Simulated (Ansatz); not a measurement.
The cell comes from COD entry 9008579, which wasn't checked; take it as a given geometry. The listed cell was then made from it by scaling, straining or moving an atom.

An input for Se: DFT, PBE, all-electron LAPW, scalar-relativistic (Ansatz 0.2.0).

Command: `ansatz run input.yaml --threads 1 --pin off --max-ram 4096MiB --backend cpu --events-out ev --progress --plain --runs-dir out` The run took 51 s on 1 thread of Intel(R) Xeon(R) 6975P-C (Granite Rapids), on a shared host, peak memory 0.54 GiB.

```yaml
crystal:
  lattice:
    - [4.2662637173, 0.0, 0.0]
    - [-2.1331318586, 3.6946927584, 0.0]
    - [0.0, 0.0, 4.8484124658]
  atoms:
    - { symbol: Se, position: [0.217, 0.0, 0.1666666667] }
    - { symbol: Se, position: [0.0, 0.217, 0.8333333333] }
    - { symbol: Se, position: [0.783, 0.783, 0.5] }
kpoints:
  mp_grid: { grid: [8, 8, 6] }
  band_path:
    path:
      - [0.0, 0.0, 0.0]
      - [0.5, 0.0, 0.0]
      - [0.3333333333, 0.3333333333, 0.0]
      - [0.0, 0.0, 0.0]
      - [0.0, 0.0, 0.5]
      - [0.5, 0.0, 0.5]
      - [0.3333333333, 0.3333333333, 0.5]
      - [0.0, 0.0, 0.5]
      - [0.5, 0.0, 0.5]
    npoints: 5
scf:
  occupations: { method: fermi_dirac, width: 0.03 }
hamiltonian:
  xc: pbe
  pseudopotentials: { kind: all_electron, lapw: { basis_error: 0.0005 } }
output:
  forces: true
  stress: true
  eigenvalues: true
```

The results part of the log:

```
SCF 1 converged in 8 iterations: F = -198376.634552 eV  dr2 = 9.08e-8
NSCF: frozen V_eff on 41 k-points
SCF converged after 8 iterations
Free energy (F): -198376.634552 eV
Harris-Foulkes:  -198376.634552 eV  (|F-HF|=2.16e-7)
Internal energy: -198376.634552 eV  (E = F + TS)
E sigma→0 (E₀):  -198376.634552 eV
Fermi energy:    9.093580 eV
--- Per-component energies (eV) ---
  E_band       = -4873.980476
  E_kinetic    = 203092.374539
  E_xc         = -7187.775647
  E_electrostatic = -394281.233443  (all electrons and nuclei)
  E_smearing   = -0.000000  (= −TS)
  E_closure    = 0.000000  (closes the sum)
  E_atoms      = -198366.516022  (free atoms, spherical and without spin; not in F)
  Σ components = -198376.634552   (vs F -198376.634552, Δ=0.00e0)
  Basis errors (estimates in eV, not in F): energy 2.8e-4 per atom: plane waves 2.6e-4 (1.5e-4 summed), levels above the bands 1.1e-121, relativity 4.2e-8, radial functions 1.8e-5, core shells 2.0e-10; eigenvalues (radial functions only) 2.9e-7; not estimated: angular momenta, meshes, grids; target (lapw.basis_error) 5.0e-4; muffin-tin radii Se 1.138 Å
--- Forces (eV/Å), atoms counted from 1 ---
  atom   1  Se     1.96026465    -0.00000000     0.00000000
  atom   2  Se    -0.98013232     1.69763898     0.00000000
  atom   3  Se    -0.98013232    -1.69763898    -0.00000000
  max |Σ_I F_I| component: 3.33e-16 eV/Å
--- Stress (GPa, compression-positive) ---
        8.481792      -0.000000      -0.000000
       -0.000000       8.481792       0.000000
       -0.000000       0.000000      14.266702
  P = ⅓ Tr σ = 10.4101 GPa (104.101 kbar)
--- Band table (eV; the first three rows and the last of 50) ---
  k-point 0: bands = ["-200.0895", "-200.0888", "-200.0888", "-139.6714", "-139.6714", "-139.6664", "-139.6011", "-139.5982", "-139.5982", "-139.3998", "-139.3998", "-139.3997", "-39.9586", "-39.9586", "-39.9027", "-39.8886", "-39.8886", "-39.8206", "-39.7406", "-39.7328", "-39.7328", "-39.6822", "-39.6822", "-39.6773", "-39.6693", "-39.6307", "-39.6307", "-8.2066", "-3.5511", "-3.5511", "4.3094", "4.3094", "4.3820", "6.0405", "6.0405", "7.9946", "10.6461", "10.6461", "10.9377", "14.6135", "14.7321", "14.7321", "16.8297", "17.2075"]
  k-point 1: bands = ["-200.0895", "-200.0890", "-200.0887", "-139.6722", "-139.6703", "-139.6666", "-139.6010", "-139.5988", "-139.5977", "-139.3999", "-139.3998", "-139.3997", "-39.9716", "-39.9430", "-39.9038", "-39.8950", "-39.8800", "-39.8257", "-39.7403", "-39.7359", "-39.7294", "-39.6841", "-39.6804", "-39.6776", "-39.6664", "-39.6357", "-39.6273", "-8.0612", "-4.8252", "-2.2729", "3.8432", "4.4582", "4.5536", "6.1436", "6.2937", "7.7473", "10.3338", "10.3880", "10.6746", "15.0819", "15.3018", "15.3353", "15.9038", "16.5328"]
  k-point 2: bands = ["-200.0894", "-200.0891", "-200.0886", "-139.6728", "-139.6692", "-139.6672", "-139.6006", "-139.5994", "-139.5974", "-139.3999", "-139.3998", "-139.3997", "-39.9800", "-39.9275", "-39.9077", "-39.8990", "-39.8686", "-39.8386", "-39.7399", "-39.7382", "-39.7268", "-39.6856", "-39.6790", "-39.6778", "-39.6593", "-39.6425", "-39.6254", "-7.6293", "-5.9748", "-1.1974", "3.2414", "4.6372", "4.7129", "6.3897", "6.8112", "7.2008", "9.9373", "9.9384", "10.2091", "14.7442", "15.4739", "16.3343", "16.6899", "16.7900"]
  k-point 49: bands = ["-200.0893", "-200.0893", "-200.0886", "-139.6730", "-139.6681", "-139.6681", "-139.6001", "-139.6001", "-139.5973", "-139.3999", "-139.3997", "-139.3997", "-39.9829", "-39.9149", "-39.9149", "-39.9002", "-39.8543", "-39.8543", "-39.7395", "-39.7394", "-39.7257", "-39.6867", "-39.6780", "-39.6779", "-39.6520", "-39.6519", "-39.6230", "-6.5215", "-6.4718", "-2.0413", "2.0346", "3.1101", "3.1745", "7.1282", "7.8185", "8.4259", "9.6965", "11.4767", "11.6427", "14.8125", "16.1573", "17.0860", "17.3420", "18.7444"]
```
